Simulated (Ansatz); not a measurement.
# Ge5H2S5 (buck sheet): the cost of one run

Computed with Ansatz 0.2.0 (DFT PBE, scalar-relativistic, plane waves, PAW, unless a step's input says otherwise).

2 further runs of the same task are left out: 2 set aside as unsound or not needed. Runs told in other sessions of the task aren't counted.

**1. The structure to begin with**

The structure is trigonal, space group P3m1 (No. 156). The conventional cell has a = 3.494 Å, b = 3.494 Å, c = 26.506 Å, α = 90.00°, β = 90.00°, γ = 120.00°. Ge (site symmetry 3m) has 3 S at 2.43 Å in its first shell of neighbours. Around S (site symmetry 3m) lie 3 Ge at 2.43 Å.

Structure file:

```cif
data_structure
_symmetry_space_group_name_H-M 'P 1'
_symmetry_Int_Tables_number 1
_cell_length_a 3.4943
_cell_length_b 3.4943
_cell_length_c 26.5057
_cell_angle_alpha 90.000
_cell_angle_beta 90.000
_cell_angle_gamma 120.000
_cell_volume 280.28
loop_
_atom_site_label
_atom_site_type_symbol
_atom_site_fract_x
_atom_site_fract_y
_atom_site_fract_z
_atom_site_occupancy
Ge1 Ge 0.33333 0.66667 0.32281 1
S1 S 0.66667 0.33333 0.37385 1
```

This sheet was relaxed beforehand with the same method; its gap on the mesh is 2.52 eV.

**2. Next: the zigzag ribbon, N = 5 with H caps**

The ribbon is cut from the relaxed sheet, periodic along c; N counts formula units a period. The edge energy is the mean of both edges over the sheet, -2598.7337 eV an atom. Each H cap counts from half an H2 molecule (-15.872 eV in a separate run).

The cell holds 5 Ge, 5 S, 2 H: a = 24.500 Å, b = 10.700 Å, c = 3.494 Å, α = 90.00°, β = 90.00°, γ = 90.00°.

**3. Relaxing it**

Pressure and volume refer to the whole cell with its vacuum; only the period along c may change.

Contents of input.yaml:

```yaml
crystal:
  lattice:
    - [24.5, 0.0, 0.0]
    - [0.0, 10.7, 0.0]
    - [0.0, 0.0, 3.4942930237]
  atoms:
    - { symbol: Ge, position: [0.2703331589, 0.4367836088, 0.5] }
    - { symbol: Ge, position: [0.3938493437, 0.4367836088, 0.0] }
    - { symbol: Ge, position: [0.5173655284, 0.4367836088, 0.5] }
    - { symbol: Ge, position: [0.6408817132, 0.4367836088, 0.0] }
    - { symbol: Ge, position: [0.764397898, 0.4367836088, 0.5] }
    - { symbol: S, position: [0.2291610973, 0.5632163912, 0.0] }
    - { symbol: S, position: [0.3526772821, 0.5632163912, 0.5] }
    - { symbol: S, position: [0.4761934669, 0.5632163912, 0.0] }
    - { symbol: S, position: [0.5997096516, 0.5632163912, 0.5] }
    - { symbol: S, position: [0.7232258364, 0.5632163912, 0.0] }
    - { symbol: H, position: [0.8166039361, 0.5169417841, 0.5] }
    - { symbol: H, position: [0.1833960639, 0.4929478609, 0.0] }
basis:
  ecutwfc: 420
kpoints:
  mp_grid: { grid: [1, 1, 15] }
hamiltonian:
  xc: pbe
scf:
  occupations: { method: gaussian, width: 0.05 }
output:
  forces: true
  stress: true
  eigenvalues: true
  populations: true
  write_density: true
  write_potential: true
  elf: true
  volumetric_format: npy
relax:
  adjacent_minimum: "off"
  f_tol: 0.02
  max_steps: 45
  cell: { fix: [a, b, alpha, beta, gamma], stress_tol: 0.03 }
```

Command:

```sh
ansatz run input.yaml --threads 4 --pin off --max-ram 11264MiB --backend cpu --events-out ev --progress --plain --runs-dir out
```

**Question.** How long does this run take on 4 threads of Intel Xeon Platinum 8259CL at 2.50GHz (Skylake/Cascade Lake), shared host, and how much memory does it need?

About 5.2 min, with a peak of 1.8 GiB.
